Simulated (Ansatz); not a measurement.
Runs of Ansatz 0.2.0 on Si2Ni. It takes space group Fm-3m (No. 225, cubic). Conventional cell: a = 5.406 Å, b = 5.406 Å, c = 5.406 Å, α = 90.00°, β = 90.00°, γ = 90.00°. Around Ni (site symmetry m-3m) lie 8 Si at 2.34 Å. Si (site symmetry -43m) is surrounded by 4 Ni at 2.34 Å. 

```tsv
task	level	potentials or basis	spin	U	cell	k mesh	cutoff (eV)	smearing	hubbard projectors	double counting	broadening	temperature	other keys	gap on the mesh (eV)	pressure (GPa)	moment (μB)
ladder of functionals	r2SCAN+D3(BJ)+U	JTH PAW	collinear, ferromagnetic start	Ni d U = 6 eV	volume scaled by 0.8	9 × 9 × 9	2400	gaussian 0.025 eV	ortho-atomic (the default)	fll (the default)	-	-	-	none	51.9	0.02
single point	PBE+D4+U	Ansatz PAW	collinear, ferromagnetic start	Ni d U = 3 eV	as given	9 × 9 × 9	420	gaussian 0.1 eV	ortho-atomic (the default)	fll (the default)	-	-	-	none	(a)	0.00
electric field gradients	revPBE+U	Ansatz PAW	collinear, ferromagnetic start	Ni d U = 3 eV	as given	9 × 9 × 9	420	fermi-dirac 0.025 eV	atomic	fll	-	-	-	none	5.0	0.00
single point	PBE	Ansatz PAW	collinear, ferromagnetic start	-	as given	9 × 9 × 9	420	fermi-dirac 0.05 eV	-	-	-	-	-	none	3.8	0.00
single point	PBEsol+U	Ansatz PAW earlier set	collinear, program default start	Ni d U = 7 eV	as given	9 × 9 × 9	1080	gaussian 0.02 eV	ortho-atomic (the default)	fll (the default)	-	-	-	none	-1.1	0.00
single point	PBE	Ansatz PAW	collinear, ferromagnetic start	-	atoms moved at random, drawn with an rms of 0.05 Å	9 × 9 × 9	420	fermi-dirac 0.05 eV	-	-	-	-	-	none	4.0	0.00
atomic charges	LDA+U	Ansatz PAW	collinear, random start	Ni d U = 4.0 eV	as given	9 × 9 × 9	420	tetrahedron	ortho-atomic (the default)	fll (the default)	-	-	crystal.symmetry = detect False; scf.occupations.width = left out; …	none	(b)	0.00
optical spectrum	revPBE+D3(BJ)+U	Ansatz PAW	collinear, ferromagnetic start	Ni d U = 6 eV	volume scaled by 0.92	9 × 9 × 9	420	cold 0.15 eV	atomic	amf	0.05 eV	-	-	none	-	0.00
```

Question: Fill in the values left out.

Answer: (a) -1.6; (b) -5.6.

Caveats: the starting moments weren't kept (some runs); the magnetic or orbital state may not be the lowest (some runs); the U is typed as a test and isn't derived for this compound (some runs); the PAW data sets come from PBE, with cores solved anew for the run's functional, which leaves a small shift of forces and pressure (some runs); pairwise dispersion overbinds metals, which lowers pressure and volume (some runs); the dispersion damping was fitted for another functional or another form of the correction (some runs); with tetrahedron occupations forces and stress needn't match the slope of the energy (some runs).

A gap of «none» marks a metal or a gap under the smearing width.
